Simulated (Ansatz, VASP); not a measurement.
HfB: VASP beside Ansatz

INCAR

```
PREC     = Accurate       # precision mode
ENCUT    = 520            # plane-wave cutoff, eV
EDIFF    = 1E-6           # SCF threshold, eV
ISMEAR   = 0              # smearing method
SIGMA    = 0.1            # smearing width, eV
LREAL    = False          # projectors in reciprocal space
LASPH    = True           # aspherical terms in the spheres
NELM     = 60             # most SCF steps
ALGO     = Normal         # electronic algorithm
ISIF     = 2              # what is computed and relaxed
LWAVE    = False          # write WAVECAR
LCHARG   = False          # write CHGCAR
GGA      = PE             # functional
NBANDS   = 14             # bands
```

KPOINTS

```
regular mesh
0
Gamma
  6 6 6
```

Contents of POSCAR:

```
HfB
1.0
    1.4695981700      0.8484729000      3.9675203700
   -1.4695981700      0.8484729000      3.9675203700
    0.0000000000     -1.6969457900      3.9675203700
Hf B
1 1
Direct
    0.5000000000      0.5000000000      0.5000000000
    0.0000000000      0.0000000000      0.0000000000
```

Input for Ansatz:

```yaml
crystal:
  lattice:
    - [1.46959817, 0.8484729, 3.96752037]
    - [-1.46959817, 0.8484729, 3.96752037]
    - [0.0, -1.69694579, 3.96752037]
  atoms:
    - { symbol: Hf, position: [0.5, 0.5, 0.5] }
    - { symbol: B, position: [0.0, 0.0, 0.0] }
basis:
  ecutwfc: 420
kpoints:
  mp_grid: { grid: [6, 6, 6] }
hamiltonian:
  xc: pbe
scf:
  occupations: { method: gaussian, width: 0.1 }
  lower_state_search: "off"
output:
  forces: true
  stress: true
  eigenvalues: true
```

Alike in both runs: task single point; functional PBE; k mesh 6 × 6 × 6; occupations gaussian, width 0.1 eV; no spin polarisation.

```csv
,VASP,Ansatz
version,VASP 6.6.1,Ansatz 0.2.0
potentials or method,"VASP PAW PBE potentials, release 64 (Hf_pv, B)","scalar-relativistic, plane waves, PAW"
plane-wave cutoff (eV),520,420
valence electrons in the cell,13,29
```

|  | VASP | Ansatz | Ansatz less VASP |
| --- | --- | --- | --- |
| gap on the k mesh at the Fermi level (eV) | none | none | - |
| pressure (GPa) | -2.9 | -2.4 | +0.43 |
| largest component of the traceless stress (GPa) | 30.20 | 30.35 | +0.150 |

A gap of «none» marks a metal or a gap that the smearing closes. The two sets of potentials don't hold the same shells in valence.

Caveats: the k mesh is coarse (spacing up to 0.42 Å⁻¹), so the values aren't converged. Spin-orbit coupling is left out, which matters for the levels of Hf.
